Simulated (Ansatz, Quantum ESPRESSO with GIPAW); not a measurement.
# 25Mg and 33S NMR of MgS, calculated

Wanted: NMR shieldings for each site of MgS.

Method: DFT, LDA, plane-wave PAW (pslibrary 1.0.0 recipes), scalar-relativistic, GIPAW; a patched development version of the program, in Quantum ESPRESSO with GIPAW 8.0dev (patched build).

## (1) Set-up

The structure is cubic, space group F-43m (No. 216). The conventional cell has a = 5.666 Å, b = 5.666 Å, c = 5.666 Å, α = 90.00°, β = 90.00°, γ = 90.00°. Nearest to S lie 4 Mg at 2.45 Å. Nearest to Mg lie 4 S at 2.45 Å. Farther neighbours and most contacts between anions are not listed.

The cell is a computed entry of the Materials Project; it need not be the form that is stable at ambient conditions.

## (2) The SCF step

First the ground state. The response equations take the occupied wavefunctions as exact, so conv_thr is set much tighter than for an energy. No empty states are asked for: the response is solved without them. The mesh has a spacing of 0.28 Å⁻¹ at most. The PAW files were made with ld1.x from the pslibrary 1.0.0 recipes, with GIPAW reconstruction switched on.

File scf.in:

```
&control
  calculation = 'scf'
  prefix = 'x'
  outdir = './tmp/'
  pseudo_dir = './'
/
&system
  ibrav = 0
  nat = 2
  ntyp = 2
  ecutwfc = 65
  ecutrho = 390
  nbnd = 8
/
&electrons
  conv_thr = 1.0d-10
  mixing_beta = 0.7
  electron_maxstep = 100
/
ATOMIC_SPECIES
  S 32.060 S.lda-n-kjpaw_psl.1.0.0-gipaw.UPF
  Mg 24.305 Mg.lda-spnl-kjpaw_psl.1.0.0-gipaw.UPF
CELL_PARAMETERS angstrom
  0.00000000 2.83312005 2.83312005
  2.83312005 0.00000000 2.83312005
  2.83312005 2.83312005 0.00000000
ATOMIC_POSITIONS crystal
  S 0.25000000 0.25000000 0.25000000
  Mg 0.00000000 0.00000000 0.00000000
K_POINTS automatic
  7 7 7 0 0 0
```

Started as:

```bash
$ mpirun -np 2 pw.x -nk 2 -in scf.in > scf.out
```

The log of the run:

```text
using ibrav=0 with symmetry is DISCOURAGED, use correct ibrav instead

     bravais-lattice index     =            0
     lattice parameter (alat)  =       7.5714  a.u.
     unit-cell volume          =     306.9174 (a.u.)^3
     number of atoms/cell      =            2
     number of atomic types    =            2
     number of electrons       =        16.00
     number of Kohn-Sham states=            8
     kinetic-energy cutoff     =      65.0000  Ry
     charge density cutoff     =     390.0000  Ry
     scf convergence threshold =      1.0E-10
     mixing beta               =       0.7000
     number of iterations used =            8  plain     mixing
     Exchange-correlation= SLA-PZ-NOGX-NOGC
                           (   1   1   0   0   0   0   0)
[...]
S                 6.00    32.06000     S ( 1.00)
     Mg               10.00    24.30500     Mg( 1.00)

     24 Sym. Ops. (no inversion) found
[...]
number of k points=    20
[...]
Dense  grid:    39957 G-vectors     FFT dimensions: (  48,  48,  48)

     Smooth grid:    21883 G-vectors     FFT dimensions: (  40,  40,  40)

     Check: negative core charge=   -0.000013

     Initial potential from superposition of free atoms

     starting charge      15.9991, renormalised to      16.0000
     Starting wfcs are    9 randomized atomic wfcs

     Self-consistent Calculation

     iteration #  1     ecut=    65.00 Ry     beta= 0.70
     Davidson diagonalization with overlap
     ethr =  1.00E-02,  avg # of iterations =  2.0

     Threshold (ethr) on eigenvalues was too large:
     Diagonalizing with lowered threshold

     Davidson diagonalization with overlap
     ethr =  9.12E-04,  avg # of iterations =  1.9

     total energy              =    -203.69619311 Ry
     estimated scf accuracy    <       0.13941354 Ry

     iteration #  2     ecut=    65.00 Ry     beta= 0.70
     Davidson diagonalization with overlap
     ethr =  8.71E-04,  avg # of iterations =  4.0

     total energy              =    -203.74207152 Ry
     estimated scf accuracy    <       0.05312523 Ry

     iteration #  3     ecut=    65.00 Ry     beta= 0.70
[...]
total energy              =    -203.75212643 Ry
     estimated scf accuracy    <       0.00064864 Ry

[...]
total energy              =    -203.75262204 Ry
[...]
iteration # 10     ecut=    65.00 Ry     beta= 0.70
     Davidson diagonalization with overlap
     cdiaghg: 2 of 15 basis vectors are nearly dependent and left out; further cases are not reported
     ethr =  9.32E-13,  avg # of iterations =  5.0

     total energy              =    -203.75262204 Ry
     estimated scf accuracy    <          5.2E-10 Ry

     iteration # 11     ecut=    65.00 Ry     beta= 0.70
     Davidson diagonalization with overlap
     ethr =  9.32E-13,  avg # of iterations =  2.4

     End of self-consistent calculation
     [one-electron energies left out]

!    total energy              =    -203.75262204 Ry
     total all-electron energy =     -1195.248202 Ry
     estimated scf accuracy    <          2.6E-11 Ry

     The total energy is the sum of the following terms:
     one-electron contribution =    -115.65488978 Ry
     hartree contribution      =      58.77397475 Ry
     xc contribution           =     -22.22567992 Ry
     ewald contribution        =     -67.22054792 Ry
     one-center paw contrib.   =     -57.42547917 Ry

     convergence has been achieved in  11 iterations
[...]
JOB DONE.
```

Wall time 7.2 s (2 MPI ranks of Arm Neoverse V2, shared host); peak memory 0.26 GiB.

It converged in 11 cycles to an estimated accuracy of 3e-11 Ry, on 20 irreducible k-points.

## (3) Shieldings

A uniform field breaks periodicity, so gipaw.x applies it as a wave of small q and takes the limit. It solves for the first-order states, builds the induced current and gets the field at each nucleus by Biot–Savart; the PAW spheres add what the smooth waves miss near the nuclei. pawproj makes the reconstruction use the PAW data sets' own projectors.

File nmr.in:

```
&inputgipaw
  job = 'nmr'
  prefix = 'x'
  tmp_dir = './tmp/'
  restart_mode = 'from_scratch'
  verbosity = 'low'
  q_gipaw = 0.01
  spline_ps = .true.
  conv_threshold = 1.0d-14
  use_nmr_macroscopic_shape = .false.
  pawproj(1) = .true.
  pawproj(2) = .true.
/
```

Started as:

```bash
$ mpirun -np 2 gipaw.x -in nmr.in > nmr.out
```

The log of the run:

```text
[banner, memory and clock lines left out]
[a note of our patched build left out]

     Parallelizing q-star over 1 images

     IMPORTANT: XC functional enforced from input :
     Exchange-correlation= PZ
                           (   1   1   0   0   0   0   0)
     Any further DFT definition will be discarded
     Please, verify this is what you really want

     Check: negative core charge=   -0.000013
[...]
alpha_pv=    146.1209 eV

     spline_ps is .false., expect some extrapolation errors

     q-space interpolation up to    78.00 Rydberg

     GIPAW job: nmr
     NMR macroscopic correction: no
[...]
Computing the magnetic susceptibility     isolve=0    ethr=  0.1000E-13
     Starting from scratch
     k-point #    1 of    20      pool #  1    cpu time:       0.7
[...]
cdiaghg: 2 of 23 basis vectors are nearly dependent and left out; further cases are not reported
     cdiaghg: 2 of 23 basis vectors are nearly dependent and left out; further cases are not reported
[...]
End of magnetic susceptibility calculation

     f-sum rule (1st term):
           -12.8360         -0.0000         -0.0000
            -0.0000        -12.8360         -0.0000
            -0.0000          0.0000        -12.8360

     f-sum rule (2nd term):
            -0.2775          0.0000          0.0000
             0.0000         -0.2775          0.0000
             0.0000          0.0000         -0.2775

     f-sum rule (should be   -13.1074):
           -13.1135         -0.0000         -0.0000
            -0.0000        -13.1135         -0.0000
            -0.0000          0.0000        -13.1135

[... susceptibilities left out ...]
     Contributions to the NMR chemical shifts: -------------------------------

     Macroscopic shape contribution in ppm:                    0.00
             0.0000          0.0000          0.0000
             0.0000          0.0000          0.0000
             0.0000          0.0000          0.0000

     Core contribution in ppm:

     Atom  1  S   pos: (  0.353553  0.353553  0.353553)  core sigma:         977.53
     Atom  2  Mg  pos: (  0.000000  0.000000  0.000000)  core sigma:         411.24

     Bare contribution in ppm:

     Atom  1  S   pos: (  0.353553  0.353553  0.353553)  bare sigma:          41.55
[...]
Atom  2  Mg  pos: (  0.000000  0.000000  0.000000)  bare sigma:          91.63
[...]
Diamagnetic contribution in ppm:

     Atom  1  S   pos: (  0.353553  0.353553  0.353553)  dia sigma:          -5.03
[...]
Atom  2  Mg  pos: (  0.000000  0.000000  0.000000)  dia sigma:         167.12
[...]
Paramagnetic contribution in ppm:

     Atom  1  S   pos: (  0.353553  0.353553  0.353553)  para sigma:        -505.92
[...]
Atom  2  Mg  pos: (  0.000000  0.000000  0.000000)  para sigma:         167.10
[...]
Paramagnetic US occ-occ contribution in ppm:

     Atom  1  S   pos: (  0.353553  0.353553  0.353553)  para_oo sigma:          -3.78
[...]
Atom  2  Mg  pos: (  0.000000  0.000000  0.000000)  para_oo sigma:          -0.97
[...]
Paramagnetic US L_R Q_R contribution in ppm:

     Atom  1  S   pos: (  0.353553  0.353553  0.353553)  para_lq sigma:         118.54
[...]
Atom  2  Mg  pos: (  0.000000  0.000000  0.000000)  para_lq sigma:        -366.38
[...]
Total NMR chemical shifts in ppm: ---------------------------------------
     (adopting the Simpson convention for anisotropy and asymmetry)-----------

     Atom  1  S   pos: (  0.353553  0.353553  0.353553)  Total sigma:         622.89
           622.8924         -0.0000          0.0000
             0.0000        622.8924          0.0000
             0.0000          0.0000        622.8924

     S       1    anisotropy:      0.00    eta:    0.0000
[...]
Atom  2  Mg  pos: (  0.000000  0.000000  0.000000)  Total sigma:         469.73
           469.7308          0.0000          0.0000
             0.0000        469.7308          0.0000
             0.0000         -0.0000        469.7308

     Mg      2    anisotropy:      0.00    eta:    0.0000
[...]
```

The job ended after 93 s (2 MPI ranks; peak memory 0.2 GiB; 3.1 min of CPU time).

The f-sum rule is met to 0.0061 of 13.1 (0.05 %). Converged shieldings require that this miss be small, but a small miss does not prove them.

From the symmetric part of each tensor, with principal values σ11 ≤ σ22 ≤ σ33: σ_iso is their mean, the span is σ33 − σ11 and the skew 3(σ_iso − σ22)/span. (gipaw.x prints an anisotropy in another convention.)

```tsv
site	atom no.	atoms in cell	σ_iso (ppm)	span (ppm)	skew
S	1	1	622.9	0.0	-
Mg	2	1	469.7	0.0	-
```

The macroscopic shape term is switched off. For a spherical sample the valence susceptibility of this run would add about 11 ppm to every site, a rough estimate, since the susceptibility converges slowly and lacks part of the PAW terms. Differences within the crystal don't depend on it, but shieldings of different compounds can't be compared to better than a few ppm without it.

S and Mg sit on cubic site symmetry, where the tensor must be isotropic.

How the isotropic values are made up (ppm). The core part is that of the free atom's core; bare is the current of the smooth valence states; the last two are what the PAW spheres add to the diamagnetic and the paramagnetic current:

```tsv
site	core	bare	reconstruction, dia	reconstruction, para
S	977.5	41.6	-5.0	-391.2
Mg	411.2	91.6	167.1	-200.3
```

The quadrupolar nuclei (25Mg and 33S) sit on sites where the field gradient vanishes by symmetry, so they have no quadrupolar coupling.

## (4) NMR parameters by site

Covalently bonded atoms count as neighbours within 1.18 times the sum of their radii. Otherwise a cation's neighbours lie within 1.2 times its shortest bond (1.3 for large cations, each anion's radius taken off where they differ), and an anion's are the cations that count it.

```tsv
site	atom no.	atoms in cell	surroundings	bonds (Å)	σ_iso (ppm)
S	1	1	bound to Mg4	2.454	622.9
Mg	2	1	MgS4	2.454	469.7
```

## (5) Other settings and structures

Each row names what was changed: another functional shows how far the paramagnetic term hangs on the exchange-correlation form; another file of one element tests how much hangs on the way the file is built; another cell volume at fixed fractional coordinates shows the pull of bond length; the other centring of the mesh tests the sampling.

Changes of σ_iso (ppm) against the run above (LDA, cutoffs 65 and 390 Ry, mesh 7×7×7, 3.3 min). Times are CPU times of pw.x and gipaw.x together, on 2 MPI ranks of Arm Neoverse V2, shared host; on a shared host they are rough.

```tsv
run	CPU time	f-sum miss	S	Mg
PBEsol	3.2 min	0.0053	+27.7	+12.3
file S.lda-nl-kjpaw	3.1 min	0.0061	+1.1	-0.0
volume × 0.960	3.2 min	0.0064	+1.6	-6.2
mesh shifted	7.2 min	3.0e-4	+7.3	+0.6
```

The largest move is +27.7 ppm, on S, from PBEsol.

## (6) Outcome

- 25Mg shielding without shape term: 469.7 ppm
- 33S shielding without shape term: 622.9 ppm

In words: 25Mg has one site (MgS4), with isotropic shielding 469.7 ppm (shape term left out). A shift needs a reference, δ = σ_ref − σ, fixed on measured compounds; for 25Mg of this kind at this level too few were at hand, or they scattered too widely about a line, so none is given. A finer mesh and a higher cutoff were not carried through on these files; the other centring of the mesh moves shieldings by 7.3 ppm at most, a guide to the sampling error. The largest change with the functional is 27.7 ppm in absolute shielding; part of that drops out once each functional has its own reference line. This build of gipaw.x prints that it is not audited and that its numbers are no references by themselves. It also reports spline_ps as false although the input sets it; why was not traced.

[Banner, clock, file and message-heading lines were taken out of the pw.x and gipaw.x logs.]

[Logs are printed without paths, hosts, clocks, repeated set-up lines and the standing remarks that a program may print on its own settings, such as how far it seeks lower states.]

[Hosts, paths, dates, database ids (printed as entryN), source tags and the programs' standing remarks are cut or masked in the printed files.]

[Where no reference line passes its bar on scatter, no shift is given, so a measured shift of this compound may stand uncompared.]
